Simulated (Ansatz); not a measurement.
PbSe (Clausthalite): relaxation of cell and atoms with PBE

PbSe (Clausthalite):

```
Pb Se
1.0
     0.00000    3.06065    3.06065
     3.06065    0.00000    3.06065
     3.06065    3.06065    0.00000
Pb Se
1 1
Direct
  0.00000 0.00000 0.00000
  0.50000 0.50000 0.50000
```

- Program: Ansatz 0.2.0
- Task: relaxation of cell and atoms
- Functional: PBE
- Potentials or basis: Ansatz PAW
- Cutoff: 420 eV (not typed: the program's choice for these potentials)
- k mesh: 8 × 8 × 8
- Occupations: fermi-dirac, width 0.05 eV
- Spin: no spin polarisation

- Relaxed volume: 30.04 Å³/atom
- Relaxed cell: a = 4.396 Å, b = 4.396 Å, c = 4.396 Å, α = 60.00°, β = 60.00°, γ = 60.00°
- Space group after relaxing (to 0.05 Å): Fm-3m (No. 225)
- Energy gained by relaxing: 9.9 meV/atom
- Ionic steps: 5
- Pressure after relaxing: 0.0 GPa
- Band gap on the k mesh: 0.43 eV, direct

Step by step:
```tsv
step	energy change (eV)	largest force (eV/Å)	volume (Å³)
1	0.0000	0.0000	57.34
2	-0.0157	0.0000	61.36
3	-0.0196	0.0000	60.19
4	-0.0196	0.0000	60.09
5	-0.0199	0.0000	60.09
```

Final structure:
```
CELL_PARAMETERS angstrom
0.00000 3.10871 3.10871
3.10871 0.00000 3.10871
3.10871 3.10871 0.00000
ATOMIC_POSITIONS crystal
Pb 0.00000 0.00000 0.00000
Se 0.50000 0.50000 0.50000
```

Levels at points of the mesh, in eV from the valence-band top:
| k point | band 11 | band 12 | band 13 | band 14 | band 15 | band 16 | band 17 | band 18 | band 19 |
| --- | --- | --- | --- | --- | --- | --- | --- | --- | --- |
| (0.00, 0.00, 0.00) | -13.18 | -6.34 | -1.64 | -1.64 | -1.64 | 4.64 | 4.64 | 4.64 | 6.65 |
| (0.00, 0.00, -0.50) | -12.23 | -8.51 | -1.27 | -1.27 | 0.00 | 0.43 | 1.82 | 1.82 | 8.52 |
| (0.00, -0.50, -0.50) | -11.92 | -7.27 | -4.57 | -2.92 | -2.92 | 3.92 | 5.46 | 5.46 | 5.88 |

It took 4.8 s on 2 threads of Arm Neoverse V1 (shared host), peak memory 0.36 GiB.

The cell as given is a measured one (28.67 Å³/atom); PBE puts the equilibrium volume +4.8 % from it, thermal expansion not counted.

Caveat: the plane-wave basis is chosen anew once the cell has moved, so the energies of steps on either side of that aren't comparable; spin-orbit coupling is left out, which as a rule narrows the gap of such compounds by several tenths of an eV.
